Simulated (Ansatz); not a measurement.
Method: DFT PBE, scalar-relativistic, plane waves, PAW in Ansatz 0.2.0. Settings: cutoff 420 eV, Γ-centred meshes spaced at most about 0.3 Å⁻¹, and about 0.25 Å⁻¹ or finer for metals (2π included), Gaussian smearing. No spin polarisation.

Temperature and zero-point effects are left out.

Two forms of Cs3Cl2 were relaxed alike.

A. Space group P-62m (No. 189), hexagonal, a = 8.722 Å, c = 4.490 Å. Around Cs lie 4 Cl at 3.54 Å; Cl has 6 Cs at 3.54 Å.

B. Space group Pm-3m (No. 221), cubic, a = 6.788 Å. Around Cs lie 2 Cl at 3.39 Å, 4 Cl at 4.80 Å and 8 Cs at 4.80 Å; Cl on its first site has 12 Cs at 4.80 Å; around Cl on its second site lie 6 Cs at 3.39 Å.

Question: Which is lower in energy, and by how much?

Answer: A is lower, by 237 meV/atom. A has space group P-62m (No. 189), 59.2 Å³/atom and no gap on its mesh; B has space group Pm-3m (No. 221), 62.6 Å³/atom and no gap. Counting Cl atoms around Cs (those within 1.25 times the shortest such distance or 1.15 times the sum of covalent radii), A has Cs 4 and B has Cs 2. The denser one is the lower, and pressure would at first widen the difference. Both come from invented guesses. The lowest form computed isn't among them: it has the anti-tetradymite type, space group R-3m (No. 166), 57.4 Å³/atom and lies 42 meV/atom below the best shown.

In P-62m, Pm-3m an odd number of electrons in the primitive cell allows no gap without spin; a larger cell or a magnetic state could open one. A magnetic state wasn't ruled out in cells without spin, among them P-62m, Pm-3m. Cells relaxed within their symmetry can be saddle points. Some types were kept out of the candidates beforehand, so the set may lack a known form.
